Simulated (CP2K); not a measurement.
Runs of CP2K 2026.2 on TiC. Symmetry: Fm-3m, No. 225, cubic system. The conventional cell has a = 4.331 Å, b = 4.331 Å, c = 4.331 Å, α = 90.00°, β = 90.00°, γ = 90.00°. Ti (site symmetry m-3m) has 6 C at 2.17 Å as nearest neighbours. Around C (site symmetry m-3m) lie 6 Ti at 2.17 Å. The cell is a database's computed one.

```tsv
task	level	potentials or basis	smearing	EPS_DEFAULT	NGRIDS	points a segment of the path (NPOINTS)	bands added on the path	CUTOFF of the grids	gap on the mesh (eV)	pressure (GPa)	V0 of scaled cells (Å³/atom)	B0 (GPa)
band structure	r2SCAN	POTENTIAL_UZH Ti GTH-SCAN-q12, C GTH-SCAN-q4; TZVP-MOLOPT-SCAN-GTH basis	fermi-dirac 0.01 eV	1.0E-9	5	10	2	675 Ry	none	0.4	-	-
band structure	PBEsol	POTENTIAL_UZH Ti GTH-PBE-q12, C GTH-PBE-q4; TZVP-MOLOPT-PBE-GTH basis	fermi-dirac 0.05 eV	1.0E-9	5	8	2	450 Ry	none	-5.5	-	-
equation of state	PBEsol	POTENTIAL_UZH Ti GTH-PBE-q12, C GTH-PBE-q4; TZVP-MOLOPT-PBE-GTH basis	fermi-dirac 0.05 eV	1.0E-10	5	-	-	450 Ry	-	-	(a)	268
band structure	LDA	GTH_POTENTIALS Ti GTH-PADE-q12, C GTH-PADE-q4; TZVP-MOLOPT-PBE-GTH basis	fermi-dirac 0.01 eV	1.0E-10	4	6	4	450 Ry	none	(b)	-	-
single point	PBEsol	POTENTIAL_UZH Ti GTH-PBE-q12, C GTH-PBE-q4; TZVP-MOLOPT-PBE-GTH basis	fermi-dirac 0.05 eV	1.0E-10	4	-	-	450 Ry	none	-5.5	-	-
equation of state	LDA	GTH_POTENTIALS Ti GTH-PADE-q12, C GTH-PADE-q4; TZVP-MOLOPT-PBE-GTH basis	fermi-dirac 0.0259 eV	1.0E-10	5	-	-	450 Ry	-	-	9.68	286
```

Alike in all rows: no spin polarisation; cell as given; k mesh 11 × 11 × 11.

Q: Estimate the missing entries.

A: (a) 9.94; (b) -12.4.

Caveats: the basis of atomic orbitals isn't converged, which shifts pressures, moduli and gaps; the potentials were made for another functional, which shifts forces and pressure (some runs).

A gap of «none» marks a metal or a gap under the smearing width.
